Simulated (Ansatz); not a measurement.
Crystal: KCl (Sylvite).

```
K Cl
1.0
     0.00000    3.14647    3.14647
     3.14647    0.00000    3.14647
     3.14647    3.14647    0.00000
K Cl
1 1
Direct
  0.00000 0.00000 0.00000
  0.50000 0.50000 0.50000
```

Base run:

```yaml
Program: Ansatz 0.2.0
Functional: HSE06
Potentials_or_basis: all-electron PAW datasets made for the crystal
Cutoff: 250 eV (chosen from the basis error)
k_mesh: 6 × 6 × 6
Occupations: fermi-dirac, width 0.05 eV
Spin: no spin polarisation
```

Its results: band gap on the k mesh 6.50 eV, direct; pressure 0.4 GPa.

Problem. The run is repeated on the same cell with these changes: functional from HSE06 to PBE0. What comes out?

Solution. Band gap on the k mesh 7.24 eV, direct; pressure 0.4 GPa.

